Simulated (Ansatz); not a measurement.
The calculation used DFT PBE, scalar-relativistic, plane waves, PAW in Ansatz. Settings: cutoff 420 eV, Γ-centred meshes spaced at most about 0.3 Å⁻¹, and about 0.25 Å⁻¹ or finer for metals (2π included), Gaussian smearing. No spin polarisation.

All energies are static (0 K, no zero-point motion).

Two relaxed structures of Mg2GeN3:

A.

```xyz
12
Lattice="5.1109 -2.9573 0.0000 5.1109 2.9573 0.0000 0.0000 0.0000 4.9733" Properties=species:S:1:pos:R:3 pbc="T T T"
Mg    3.4222    0.9863    4.8692
Mg    6.7995   -0.9863    2.3826
Mg    3.4222   -0.9863    2.3826
Mg    6.7995    0.9863    4.8692
Ge    5.1109   -1.9928    4.9544
Ge    5.1109    1.9928    2.4678
N     6.6760   -1.0703    4.5516
N     3.5457   -1.0703    4.5516
N     5.1109   -2.1375    1.8711
N     6.6760    1.0703    2.0650
N     3.5457    1.0703    2.0650
N     5.1109    2.1375    4.3578
```

B.

```xyz
6
Lattice="1.5118 0.8728 7.9372 -1.5118 0.8728 7.9372 0.0000 -1.7456 7.9372" Properties=species:S:1:pos:R:3 pbc="T T T"
Mg    0.0000    0.0000    2.7402
Mg    0.0000    0.0000   21.0713
Ge    0.0000    0.0000    0.0000
N     0.0000    0.0000    9.0387
N     0.0000    0.0000   14.7728
N     0.0000    0.0000   11.9058
```

Question: Which would you expect to be lower, and how large is the difference?

Answer: A is lower, by 276 meV/atom. A has Mg and Ge ordered on wurtzite sites, space group Cmc2_1 (No. 36), 12.5 Å³/atom and no gap on its mesh; B has space group R-3m (No. 166), 10.5 Å³/atom and no gap. Counting N atoms around Ge and Mg (those within 1.25 times the shortest such distance or 1.15 times the sum of covalent radii, 1.27 where that leaves under three; a plus sign parts nearer from farther groups), A has Mg 4, Ge 4 and B has Mg 3+3, Ge 6. The lower one is the more open, so pressure narrows the difference. In A, Mg has 4 N at 2.08–2.17 Å; Ge is surrounded by 4 N at 1.86–1.90 Å; N on a site of symmetry 1 is surrounded by 1 Ge at 1.86 Å and 3 Mg at 2.08–2.17 Å; 1 more site not described. In B, Mg is surrounded by 3 N at 2.13 Å, 3 N at 2.39 Å and 1 Ge at 2.74 Å; Ge is surrounded by 6 N at 2.06 Å and 2 Mg at 2.74 Å; around N on a site of symmetry 3m lie 3 Ge at 2.06 Å and 3 Mg at 2.39 Å; 1 more site not described. Both come from invented guesses.

In R-3m an odd number of electrons in the primitive cell allows no gap without spin; a larger cell or a magnetic state could open one. Cells relaxed within their symmetry can be saddle points.
